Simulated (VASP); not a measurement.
# SrO in VASP 6.6.1, single-point calculation

INCAR

```
NBANDS = 15
GGA = PE
NELM = 51
LREAL = .FALSE.
NSW = 0
LCHARG = .FALSE.
ISMEAR = -1
PREC = Accurate
LASPH = .TRUE.
SIGMA = 0.02
ENCUT = 520
NELECT = 15
LWAVE = .FALSE.
EDIFF = 1E-7
ISIF = 2
IBRION = -1
```

KPOINTS

```
KPOINTS created by Atomic Simulation Environment
0
Gamma
8 8 8
0 0 0
```

POSCAR

```
Sr O
 1.0000000000000000
    -0.1162875676000000    2.5668004512999998    2.5668004512999998
     2.5668004512999998   -0.1162875676000000    2.5668004512999998
     2.5668004512999998    2.5668004512999998   -0.1162875676000000
 Sr  O
   1   1
Cartesian
  0.0000000000000000  0.0000000000000000  0.0000000000000000
  2.5086566674999990  2.5086566674999990  2.5086566674999995
```

The recommended PBE PAW datasets give the neutral cell 16 valence electrons.

Command

```
mpirun -np 1 vasp_std
```

How does this run end, and what does it give?

It converged. Results: pressure -21.6 GPa.

OSZICAR

```
N       E                     dE             d eps       ncg     rms          rms(c)
DAV:   1     0.603389034179E+02    0.60339E+02   -0.75934E+03  1950   0.930E+02
DAV:   2    -0.939035668061E+01   -0.69729E+02   -0.66292E+02  2733   0.205E+02
DAV:   3    -0.121721486335E+02   -0.27818E+01   -0.27265E+01  2450   0.357E+01
DAV:   4    -0.122362998903E+02   -0.64151E-01   -0.64124E-01  2543   0.530E+00
DAV:   5    -0.122381182403E+02   -0.18184E-02   -0.18183E-02  2380   0.682E-01    0.104E+01
DAV:   6    -0.125430145959E+02   -0.30490E+00   -0.48259E-01  2146   0.555E+00    0.759E+00
DAV:   7    -0.125644106331E+02   -0.21396E-01   -0.61242E-02  2475   0.238E+00    0.323E+00
DAV:   8    -0.125777703593E+02   -0.13360E-01   -0.23260E-02  2076   0.145E+00    0.389E-01
DAV:   9    -0.125777085087E+02    0.61851E-04   -0.31960E-03  2615   0.458E-01    0.195E-01
DAV:  10    -0.125785941638E+02   -0.88566E-03   -0.82075E-04  2055   0.217E-01    0.416E-02
DAV:  11    -0.125786667245E+02   -0.72561E-04   -0.10447E-04  2482   0.882E-02    0.270E-02
DAV:  12    -0.125786721168E+02   -0.53923E-05   -0.60923E-05  2048   0.540E-02    0.145E-02
DAV:  13    -0.125786715221E+02    0.59470E-06   -0.21267E-06  2517   0.113E-02    0.360E-03
DAV:  14    -0.125786714262E+02    0.95868E-07   -0.25284E-07  2068   0.378E-03
   1 F= -.12578671E+02 E0= -.12573061E+02  d E =-.112218E-01
```

The cell is charged and sits in a uniform background.

For comparison, a separate PBE run of the intended cell, on usual settings and not on those above, gives a gap of 3.17 eV on its mesh and a pressure of -2.1 GPa.
